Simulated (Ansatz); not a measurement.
**TiO2, one cell by several methods**

```
CELL_PARAMETERS angstrom
2.98939 0.00000 0.00000
-1.49469 2.58889 0.00000
0.00000 0.00000 5.49315
ATOMIC_POSITIONS crystal
Ti 0.00000 0.00000 0.00000
O 0.33333 0.66667 0.17566
O 0.66667 0.33333 0.82434
```

Atom numbers follow the list: Ti1, O2, O3.

The cell was built from the CdI2 type and relaxed in the same program, and has space group P-3m1; it needn't be a known or the stable phase.

Methods: DFT, PBE, PAW with Ansatz's default frozen-core files, scalar-relativistic (Ansatz 0.2.0); DFT, PBE, all-electron PAW with datasets made for the crystal, scalar-relativistic (Ansatz 0.2.0); DFT, PBE, all-electron LAPW, scalar-relativistic (Ansatz 0.2.0).

For PAW: a Γ-centred 13×13×7 k mesh, Fermi–Dirac smearing of 0.05 eV, cutoff 420 eV, no spin polarisation. The crystal-made all-electron datasets (AE datasets) take a cutoff of 440 eV at this cell. LAPW targets a basis error of 1 meV/atom. The Ansatz runs share mesh, smearing and spin set-up. Plane-wave (PAW) pressures include the program's estimate of the Pulay term.

Stress and pressure are positive in compression.

Levels count from the top of the valence band.

```
                             quantity     PAW  AE datasets    LAPW
                       pressure (GPa)    0.02         0.04    0.04
                        band gap (eV)   2.643        2.649   2.640
       highest filled level at K (eV)  -1.107       -1.099  -1.107
         lowest empty level at K (eV)   2.835        2.840   2.832
       highest filled level at L (eV)  -0.631       -0.624  -0.632
         lowest empty level at L (eV)   2.883        2.887   2.879
       highest filled level at H (eV)  -1.166       -1.158  -1.167
         lowest empty level at H (eV)   2.871        2.876   2.868
field gradient Vzz at Ti1 (10²¹ V/m²)    4.25         4.07       –
 field gradient Vzz at O2 (10²¹ V/m²)   -0.32        -0.30       –
```

PAW's pressure differs from the LAPW value by -0.02 GPa.
